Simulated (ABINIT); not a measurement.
**BN (Qingsongite): one start, several treatments of the self-energy**

Wanted: the gap of BN (Qingsongite) under several approximations, with cost.

Program: ABINIT 10.8.3. Level of theory: PBE and many-body steps on it, plane waves. Results are calculated unless marked as measured.

## 1. Set-up

The structure is cubic, space group F-43m (No. 216). Conventional cell: a = 3.615 Å, b = 3.615 Å, c = 3.615 Å, α = 90.00°, β = 90.00°, γ = 90.00°. Nearest to B lie 4 N at 1.57 Å. N has 4 B at 1.57 Å nearest. Farther neighbours and most contacts between anions are not listed.

The cell and positions come from the Crystallography Open Database and are kept as given unless a step says otherwise.

## 2. Empty states on the mesh, 8×8×8 mesh, 61 bands

This step: ABINIT 10.8.3; DFT, PBE, plane waves, norm-conserving pseudopotentials.

The sums over transitions need many empty states on a uniform mesh; this step solves for them.

File run.abi:

```
acell 3*1.0 Angstrom
rprim 
  -0.000000000000 1.807500000000 1.807500000000
  1.807500000000 0.000000000000 1.807500000000
  1.807500000000 1.807500000000 -0.000000000000
ntypat 2
znucl 5 7
natom 2
typat 1 2
xred 
  0.000000000000 0.000000000000 0.000000000000
  0.250000000000 0.250000000000 0.250000000000
pp_dirpath "pseudos"
pseudos "B.upf, N.upf"
ecut 36
ngkpt 8 8 8
nshiftk 1
shiftk 0 0 0
kptopt 1
chksymbreak 0
irdden 1
istwfk *1
nband 61
prtvol 0
optdriver 6
gwr_task "HDIAGO"
paral_kgb 0
occopt 1
indata_prefix "in"
outdata_prefix "out"
tmpdata_prefix "tmp"
```

Run with:

```sh
$ OMP_NUM_THREADS=1 mpirun -n 8 abinit run.abi > log
```

Output:

```text
.Version 10.8.3 of ABINIT. v10.8.2 released Aug 2026.

 Symmetries : space group F-4 3 m (#216); Bravais cF (face-center cubic)
[... echo of the input left out ...]
== DATASET  1 ==================================================================
-   mpi_nproc: 8, omp_nthreads: 1 (-1 if OMP is not activated)

--- !DatasetInfo
iteration_state: {dtset: 1, }
dimensions: {natom: 2, nkpt: 29, mband: 61, nsppol: 1, nspinor: 1, nspden: 1, mpw: 869, }
cutoff_energies: {ecut:  36.0, pawecutdg:  -1.0, }
[...]
Indirect band gap semiconductor
 Fundamental gap:     4.535 (eV)
   VBM:     8.220 (eV) at k: [ 0.0000E+00,  0.0000E+00,  0.0000E+00]
   CBM:    12.755 (eV) at k: [ 5.0000E-01,  5.0000E-01,  0.0000E+00]
 Direct gap:         8.878 (eV) at k: [ 0.0000E+00,  0.0000E+00,  0.0000E+00]

== END DATASET(S) ==============================================================
================================================================================

 -outvars: echo values of variables after computation  --------
           etotal      0.0000000000E+00
            nband          61
             nkpt          29
          spgroup         216
 [... the other variables as echoed above ...]

 Calculation completed.
```

It took 4.9 s on 8 MPI ranks of Arm Neoverse V2, shared host; peak memory 0.76 GiB; 38 s of CPU time.

This step gave:

| Quantity | Value |
| --- | --- |
| gap | 4.535 eV |
| k of the valence top | 0, 0, 0 |
| k of the conduction bottom | 0.5, 0.5, 0 |
| least direct gap | 8.878 eV |
| k points computed | 29 |
| lowest point of the top converged band, above the valence top | 119.7461 eV |

On this mesh the gap is 4.535 eV.

The density comes from a self-consistent run that is not shown.

## 3. Screening, 8×8×8 mesh, 53 bands, screening to 228.6 eV

The RPA dielectric matrix is built and inverted for each q.

This step: RPA screening on PBE, plane waves, norm-conserving pseudopotentials.

Edit run.abi of step 2 so:

```diff
@@ -20,10 +20,11 @@
 chksymbreak 0
-irdden 1
 istwfk *1
-nband 61
-prtvol 0
-optdriver 6
-gwr_task "HDIAGO"
-paral_kgb 0
 occopt 1
+irdwfk 1
+optdriver 3
+nband 53
+ecuteps 8.4
+inclvkb 2
+awtr 1
+symchi 1
 indata_prefix "in"
```

Output:

```text
.Version 10.8.3 of ABINIT. v10.8.2 released Aug 2026.

 Symmetries : space group F-4 3 m (#216); Bravais cF (face-center cubic)
[... echo of the input left out ...]
== DATASET  1 ==================================================================
-   mpi_nproc: 8, omp_nthreads: 1 (-1 if OMP is not activated)

--- !DatasetInfo
iteration_state: {dtset: 1, }
dimensions: {natom: 2, nkpt: 29, mband: 53, nsppol: 1, nspinor: 1, nspden: 1, mpw: 869, }
cutoff_energies: {ecut:  36.0, pawecutdg:  -1.0, }
electrons: {nelect:   8.00000000E+00, charge:   0.00000000E+00, occopt:   1.00000000E+00, tsmear:   1.00000000E-02, }

 SCREENING: Calculation of the susceptibility and dielectric matrices

 Based on a program developped by R.W. Godby, V. Olevano, G. Onida, and L. Reining.
 Incorporated in ABINIT by V. Olevano, G.-M. Rignanese, and M. Torrent.
.Using double precision arithmetic ; gwpc =  8

[... cell and pseudopotentials left out ...]
--------------------------------------------------------------------------------

 ==== K-mesh for the wavefunctions ====
 Number of points in the irreducible wedge :    29
[... list of points left out ...]
 Together with 24 symmetry operations and time-reversal symmetry
 yields   512 points in the full Brillouin Zone.

 ==== Q-mesh for the screening function ====
 Number of points in the irreducible wedge :    29
[... list of points left out ...]
 Together with 24 symmetry operations and time-reversal symmetry
 yields   512 points in the full Brillouin Zone.

 setmesh: FFT mesh size selected  =    20x   20x   20
          total number of points  =         8000

 vcoul_init : cutoff-mode = AUXILIARY_FUNCTION
 q-points for optical limit:   1
     1)      0.000010    0.000020    0.000030

- screening: taking advantage of time-reversal symmetry
- Maximum band index for partially occupied states nbvw = 4
- Remaining bands to be divided among processors   nbcw = 49
- Number of bands treated by each node ~6

 Number of electrons calculated from density =    8.0000; Expected =    8.0000
 average of density, n =  0.100376
 r_s =    1.3348
 omega_plasma =   30.5612 [eV]

 calculating chi0 at frequencies [eV] :
  1    0.000000E+00    0.000000E+00
  2    0.000000E+00    3.056116E+01

--------------------------------------------------------------------------------
  q-point number  1        q = ( 0.000000, 0.000000, 0.000000) [r.l.u.]
--------------------------------------------------------------------------------
[... chi0 elements left out ...]
 For q-point:  0.000010 0.000020 0.000030
  dielectric constant =   4.3132
  dielectric constant without local fields =   4.6602

  Average fulfillment of the sum rule on Im[epsilon] for q-point    1 :     82.68  [%]
[... wings left out ...]
  q-point number  2        q = ( 0.125000, 0.000000, 0.000000) [r.l.u.]
--------------------------------------------------------------------------------
[... chi0 elements left out ...]
  Average fulfillment of the sum rule on Im[epsilon] for q-point    2 :     95.95  [%]

 [... 27 further q-points ...]
```

Wall time 19 s (8 MPI ranks); peak memory 0.94 GiB.

This step gave:

* ε∞ with local fields, on this mesh, along the program's q direction: 4.313
* the same without local fields: 4.660
* plasma frequency: 30.56 eV
* plane waves in the screening matrix: 89

Local fields lower ε∞ by 7 %.

## 4. G0W0, Godby-Needs plasmon pole

The self-energy is evaluated for the states that the input lists, and the levels follow from it, in one-shot runs by the linearised quasiparticle equation.

This step: G0W0 on PBE, plane waves, norm-conserving pseudopotentials.

Edit run.abi of step 3 so:

```diff
@@ -23,8 +23,17 @@
 irdwfk 1
-optdriver 3
+optdriver 4
 nband 53
+gwcalctyp 0
+ecutsigx 36
+symsigma 1
+nkptgw 2
+kptgw 
+  0.0000000000 0.0000000000 0.0000000000
+  0.5000000000 0.5000000000 0.0000000000
+bdgw 
+  2 7
+  3 6
 ecuteps 8.4
-inclvkb 2
-awtr 1
-symchi 1
+irdscr 1
+ppmodel 1
 indata_prefix "in"
```

Output:

```text
.Version 10.8.3 of ABINIT. v10.8.2 released Aug 2026.

 Symmetries : space group F-4 3 m (#216); Bravais cF (face-center cubic)
[... echo of the input left out ...]
== DATASET  1 ==================================================================
-   mpi_nproc: 8, omp_nthreads: 1 (-1 if OMP is not activated)

--- !DatasetInfo
iteration_state: {dtset: 1, }
dimensions: {natom: 2, nkpt: 29, mband: 53, nsppol: 1, nspinor: 1, nspden: 1, mpw: 869, }
cutoff_energies: {ecut:  36.0, pawecutdg:  -1.0, }
electrons: {nelect:   8.00000000E+00, charge:   0.00000000E+00, occopt:   1.00000000E+00, tsmear:   1.00000000E-02, }

 SIGMA: Calculation of the GW corrections

 Based on a program developped by R.W. Godby, V. Olevano, G. Onida, and L. Reining.
 Incorporated in ABINIT by V. Olevano, G.-M. Rignanese, and M. Torrent.
.Using double precision arithmetic ; gwpc =  8

[... cell and pseudopotentials left out ...]
--------------------------------------------------------------------------------

 ==== K-mesh for the wavefunctions ====
 Number of points in the irreducible wedge :    29
[... list of points left out ...]
 Together with 24 symmetry operations and time-reversal symmetry
 yields   512 points in the full Brillouin Zone.

 ==== Q-mesh for screening function ====
 Number of points in the irreducible wedge :    29
[... list of points left out ...]
 Together with 24 symmetry operations and time-reversal symmetry
 yields   512 points in the full Brillouin Zone.

 vcoul_init : cutoff-mode = AUXILIARY_FUNCTION
 q-points for optical limit:   1
     1)      0.000010    0.000020    0.000030
 setmesh: FFT mesh size selected  =    25x   25x   25
          total number of points  =        15625

 Number of electrons calculated from density =    8.0000; Expected =    8.0000
 average of density, n =  0.100376
 r_s =    1.3348
 omega_plasma =   30.5612 [eV]

 === KS Band Gaps ===
  >>>> For spin  1
   Minimum direct gap =   8.8782 [eV], located at k-point      :   0.0000  0.0000  0.0000
   Fundamental gap    =   4.5349 [eV], Top of valence bands at :   0.0000  0.0000  0.0000
                                       Bottom of conduction at :   0.5000  0.5000  0.0000
 SIGMA fundamental parameters:
 PLASMON POLE MODEL  1
 number of plane-waves for SigmaX                  869
 number of plane-waves for SigmaC and W             89
 number of plane-waves for wavefunctions           869
 number of bands                                    53
 number of independent spin polarizations            1
 number of spinorial components                      1
 number of k-points in IBZ                          29
 number of q-points in IBZ                          29
 number of symmetry operations                      24
 number of k-points in BZ                          512
 number of q-points in BZ                          512
 number of frequencies for dSigma/dE                 9
 frequency step for dSigma/dE [eV]                0.25
 number of omega for Sigma on real axis              0
 max omega for Sigma on real axis  [eV]           0.00
 zcut for avoiding poles [eV]                     0.10

 EPSILON^-1 parameters (SCR file):
 dimension of the eps^-1 matrix on file             89
 dimension of the eps^-1 matrix used                89
 number of plane-waves for wavefunctions           869
 number of bands                                    53
 number of q-points in IBZ                          29
 number of frequencies                               2
 number of real frequencies                          1
 number of imag frequencies                          1

 matrix elements of self-energy operator (all in [eV])

 Perturbative Calculation

--- !SelfEnergy_ee
iteration_state: {dtset: 1, }
kpoint     : [   0.000,    0.000,    0.000, ]
spin       : 1
KS_gap     :    8.878
QP_gap     :   10.895
Delta_QP_KS:    2.016
data: !SigmaeeData |
     Band     E0 <VxcDFT>   SigX SigC(E0)      Z dSigC/dE  Sig(E)    E-E0       E
        2   8.220 -18.520 -22.080   2.641   0.828  -0.207 -19.281  -0.762   7.458
        3   8.220 -18.520 -22.080   2.641   0.828  -0.207 -19.281  -0.762   7.458
        4   8.220 -18.520 -22.080   2.641   0.828  -0.207 -19.281  -0.762   7.458
        5  17.099 -13.778  -7.152  -5.139   0.843  -0.186 -12.524   1.255  18.353
        6  17.099 -13.778  -7.152  -5.139   0.843  -0.186 -12.524   1.255  18.353
        7  17.099 -13.778  -7.152  -5.139   0.843  -0.186 -12.524   1.255  18.353

--- !SelfEnergy_ee
iteration_state: {dtset: 1, }
kpoint     : [   0.500,    0.500,    0.000, ]
spin       : 1
KS_gap     :    9.442
QP_gap     :   11.378
Delta_QP_KS:    1.936
data: !SigmaeeData |
     Band     E0 <VxcDFT>   SigX SigC(E0)      Z dSigC/dE  Sig(E)    E-E0       E
        3   3.313 -16.496 -21.657   3.609   0.820  -0.220 -17.769  -1.273   2.040
        4   3.313 -16.496 -21.657   3.609   0.820  -0.220 -17.769  -1.273   2.040
        5  12.755 -12.570  -7.394  -4.400   0.855  -0.170 -11.907   0.663  13.418
        6  17.562 -12.696  -6.779  -4.986   0.851  -0.175 -11.904   0.792  18.354

== END DATASET(S) ==============================================================
================================================================================

 -outvars: echo values of variables after computation  --------
           etotal      0.0000000000E+00
            nband          53
             nkpt          29
          spgroup         216
 [... the other variables as echoed above ...]

 Calculation completed.
```

The job ended after 2.9 s (8 MPI ranks; peak memory 0.12 GiB).

This step gave:

```
G0W0 gap on the points computed              : 5.960 eV
starting gap on the mesh                     : 4.535 eV
k of the valence top                         : 0, 0, 0
k of the conduction bottom                   : 0.5, 0.5, 0
Z at the valence top                         : 0.828
Z at the conduction bottom                   : 0.855
least direct G0W0 gap on the computed points : 10.90 eV
```

The gap on the mesh goes from 4.53 eV to 5.96 eV, a correction of +1.43 eV.

## 5. G0W0, Hybertsen-Louie plasmon pole

Edit run.abi of step 4 so:

```diff
@@ -37,3 +37,3 @@
 irdscr 1
-ppmodel 1
+ppmodel 2
 indata_prefix "in"
```

Output:

```text
.Version 10.8.3 of ABINIT. v10.8.2 released Aug 2026.

 Symmetries : space group F-4 3 m (#216); Bravais cF (face-center cubic)
[... echo of the input left out ...]
== DATASET  1 ==================================================================
-   mpi_nproc: 8, omp_nthreads: 1 (-1 if OMP is not activated)

--- !DatasetInfo
iteration_state: {dtset: 1, }
dimensions: {natom: 2, nkpt: 29, mband: 53, nsppol: 1, nspinor: 1, nspden: 1, mpw: 869, }
cutoff_energies: {ecut:  36.0, pawecutdg:  -1.0, }
electrons: {nelect:   8.00000000E+00, charge:   0.00000000E+00, occopt:   1.00000000E+00, tsmear:   1.00000000E-02, }

 SIGMA: Calculation of the GW corrections

 Based on a program developped by R.W. Godby, V. Olevano, G. Onida, and L. Reining.
 Incorporated in ABINIT by V. Olevano, G.-M. Rignanese, and M. Torrent.
.Using double precision arithmetic ; gwpc =  8

[... cell and pseudopotentials left out ...]
--------------------------------------------------------------------------------

 ==== K-mesh for the wavefunctions ====
 Number of points in the irreducible wedge :    29
[... list of points left out ...]
 Together with 24 symmetry operations and time-reversal symmetry
 yields   512 points in the full Brillouin Zone.

 ==== Q-mesh for screening function ====
 Number of points in the irreducible wedge :    29
[... list of points left out ...]
 Together with 24 symmetry operations and time-reversal symmetry
 yields   512 points in the full Brillouin Zone.

 vcoul_init : cutoff-mode = AUXILIARY_FUNCTION
 q-points for optical limit:   1
     1)      0.000010    0.000020    0.000030
 setmesh: FFT mesh size selected  =    25x   25x   25
          total number of points  =        15625

 Number of electrons calculated from density =    8.0000; Expected =    8.0000
[...]
number of omega for Sigma on real axis              0
 max omega for Sigma on real axis  [eV]           0.00
 zcut for avoiding poles [eV]                     0.10

 EPSILON^-1 parameters (SCR file):
 dimension of the eps^-1 matrix on file             89
 dimension of the eps^-1 matrix used                89
 number of plane-waves for wavefunctions           869
 number of bands                                    53
 number of q-points in IBZ                          29
 number of frequencies                               2
 number of real frequencies                          1
 number of imag frequencies                          1

 matrix elements of self-energy operator (all in [eV])

 Perturbative Calculation

--- !SelfEnergy_ee
iteration_state: {dtset: 1, }
kpoint     : [   0.000,    0.000,    0.000, ]
spin       : 1
KS_gap     :    8.878
QP_gap     :   11.074
Delta_QP_KS:    2.196
data: !SigmaeeData |
     Band     E0 <VxcDFT>   SigX SigC(E0)      Z dSigC/dE  Sig(E)    E-E0       E
        2   8.220 -18.520 -22.080   2.280   0.852  -0.174 -19.610  -1.090   7.130
        3   8.220 -18.520 -22.080   2.280   0.852  -0.174 -19.610  -1.090   7.130
        4   8.220 -18.520 -22.080   2.280   0.852  -0.174 -19.610  -1.090   7.130
[...]
--- !SelfEnergy_ee
iteration_state: {dtset: 1, }
kpoint     : [   0.500,    0.500,    0.000, ]
spin       : 1
KS_gap     :    9.442
QP_gap     :   11.531
Delta_QP_KS:    2.089
data: !SigmaeeData |
     Band     E0 <VxcDFT>   SigX SigC(E0)      Z dSigC/dE  Sig(E)    E-E0       E
[...]
5  12.755 -12.570  -7.394  -4.669   0.872  -0.147 -12.128   0.442  13.197
        6  17.562 -12.696  -6.779  -5.227   0.867  -0.153 -12.098   0.598  18.160

== END DATASET(S) ==============================================================
================================================================================

 -outvars: echo values of variables after computation  --------
           etotal      0.0000000000E+00
            nband          53
             nkpt          29
          spgroup         216
 [... the other variables as echoed above ...]

 Calculation completed.
```

The job ended after 2.8 s (8 MPI ranks; peak memory 0.12 GiB).

Numbers from this step:

```yaml
g0w0_gap_on_the_points_computed: 6.067 eV
starting_gap_on_the_mesh: 4.535 eV
k_of_the_valence_top: 0, 0, 0
k_of_the_conduction_bottom: 0.5, 0.5, 0
z_at_the_valence_top: 0.852
z_at_the_conduction_bottom: 0.872
least_direct_g0w0_gap_on_the_computed_points: 11.07 eV
```

Against G0W0 in ABINIT (8×8×8 mesh, 53 bands, screening to 228.6 eV, Godby-Needs plasmon pole), the gap moves by +0.107 eV.

## 6. G0W0, von der Linden-Horsch plasmon pole

Edit run.abi of step 5 so:

```diff
@@ -37,3 +37,3 @@
 irdscr 1
-ppmodel 2
+ppmodel 3
 indata_prefix "in"
```

Output:

```text
.Version 10.8.3 of ABINIT. v10.8.2 released Aug 2026.

 Symmetries : space group F-4 3 m (#216); Bravais cF (face-center cubic)
[... echo of the input left out ...]
== DATASET  1 ==================================================================
-   mpi_nproc: 8, omp_nthreads: 1 (-1 if OMP is not activated)

--- !DatasetInfo
iteration_state: {dtset: 1, }
dimensions: {natom: 2, nkpt: 29, mband: 53, nsppol: 1, nspinor: 1, nspden: 1, mpw: 869, }
cutoff_energies: {ecut:  36.0, pawecutdg:  -1.0, }
[...]
Band     E0 <VxcDFT>   SigX SigC(E0)      Z dSigC/dE  Sig(E)    E-E0       E
[...]
5  12.755 -12.570  -7.394  -4.774   0.878  -0.139 -12.217   0.353  13.108
        6  17.562 -12.696  -6.779  -5.337   0.877  -0.140 -12.187   0.509  18.071

== END DATASET(S) ==============================================================
================================================================================

 -outvars: echo values of variables after computation  --------
           etotal      0.0000000000E+00
            nband          53
             nkpt          29
          spgroup         216
 [... the other variables as echoed above ...]

 Calculation completed.
```

Elapsed: 2.3 s, on 8 MPI ranks; peak memory 0.12 GiB.

Numbers from this step:

```
G0W0 gap on the points computed              : 5.956 eV
starting gap on the mesh                     : 4.535 eV
k of the valence top                         : 0, 0, 0
k of the conduction bottom                   : 0.5, 0.5, 0
least direct G0W0 gap on the computed points : 10.94 eV
```

Against G0W0 in ABINIT (8×8×8 mesh, 53 bands, screening to 228.6 eV, Godby-Needs plasmon pole), the gap moves by −0.004 eV.

[end of part 1 of 2]

[Paths, hosts, dates, memory and timing lines, banners, echoed tables and standing remarks are left out of the program output.]

[Logs are printed without paths, hosts, clocks, repeated set-up lines and the standing remarks that a program may print on its own settings, such as how far it seeks lower states.]

[Runs of the session that timed out or met a known fault of the program may be left out.]

[Hosts, paths, dates, database ids (printed as entryN), source tags and the programs' standing remarks are cut or masked in the printed files.]

[G0W0 gaps are taken among the corrected bands and points alone; a level outside them can change the order at an edge.]

[Where Ansatz stands beside ABINIT at settings called matched, ABINIT's density can come from a denser mesh and the files from another edition; pairs whose starting gaps differed by over 0.03 eV were left out, so agreement reads better than it is.]
